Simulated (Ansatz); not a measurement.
Clean, relaxed (110) surface of SnSe, space group Fm-3m (No. 225) (top face towards +c; atoms held fixed, by place in the list: 1, 2, 3, 4):

```yaml
crystal:
  lattice:
    - [4.20411, 0.00000, 0.00000]
    - [0.00000, 5.94551, 0.00000]
    - [0.00000, 0.00000, 23.30616]
  atoms:
    - { symbol: Sn, position: [0.50000, 0.50000, 0.36471] }
    - { symbol: Se, position: [0.50000, 0.00000, 0.36471] }
    - { symbol: Sn, position: [0.00000, 0.00000, 0.45490] }
    - { symbol: Se, position: [0.00000, 0.50000, 0.45490] }
    - { symbol: Sn, position: [0.50000, 0.50000, 0.55749] }
    - { symbol: Se, position: [0.50000, 0.00000, 0.55858] }
    - { symbol: Sn, position: [0.00000, 0.00000, 0.63677] }
    - { symbol: Se, position: [0.00000, 0.50000, 0.63603] }
```

All numbers below come from DFT PBEsol, scalar-relativistic, plane waves, PAW (Ansatz 0.2.0). Settings: cutoff 420 eV, Γ-centred mesh 6×5×1 on the computed 8-atom cell, Gaussian smearing of 0.05 eV; no spin polarisation. The cell repeats along c with a dipole correction in the vacuum.

H2 is adsorbed on the top face, one adsorbate per 25.0 Å², and relaxed from 2 starting sites (fractions of a and b). The adsorption energy is E(slab + adsorbate) − E(slab) − E(free adsorbate, spin-polarised where open-shell). Heights count from the highest slab atom after relaxation. With the adsorbate the cell is lengthened along c to keep the vacuum.

```tsv
start	ends at	E_ads (eV)	height (Å)
top (Sn) at (0.00, 0.00)	not bound	-0.03	3.49
hollow (Se-Sn) at (0.50, 0.75)	not bound	-0.04	2.08
```

It doesn't bind at this level of theory (ends above -0.1 eV count as unbound; no dispersion correction).

Each end is the local minimum or symmetric point that its start leads to. The slab is only 6.3 Å thick, so the energies aren't converged with thickness.

The reference crystal is the rock-salt form of SnSe, which isn't its usual structure.